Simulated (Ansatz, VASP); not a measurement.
One calculation of ZrC, two programs

```xyz
2
Lattice="0.0000 2.4304 2.4304 2.4304 0.0000 2.4304 2.4304 2.4304 0.0000" Properties=species:S:1:pos:R:3 pbc="T T T"
Zr    2.4304    2.4304    2.4304
C     0.0000    0.0000    0.0000
```

Alike in both runs: task single point; functional PBE; k mesh 20 × 20 × 20; occupations gaussian, width 0.1 eV; no spin polarisation.

|  | VASP | Ansatz |
| --- | --- | --- |
| version | VASP 6.6.1 | Ansatz 0.2.0 |
| potentials or method | VASP PAW PBE potentials, release 64 (Zr_sv, C) | scalar-relativistic, plane waves, PAW |
| plane-wave cutoff (eV) | 520 | 420 |
| valence electrons in the cell | 16 | 16 |

```csv
,VASP,Ansatz,Ansatz less VASP
gap on the k mesh at the Fermi level (eV),none,none,-
pressure (GPa),-17.3,-17.4,-0.18
```

A gap of «none» marks a metal or a gap that the smearing closes.

Caveats: so large a pressure means that the cell lies far from this level's equilibrium, or that cutoff or potentials fall short (VASP).
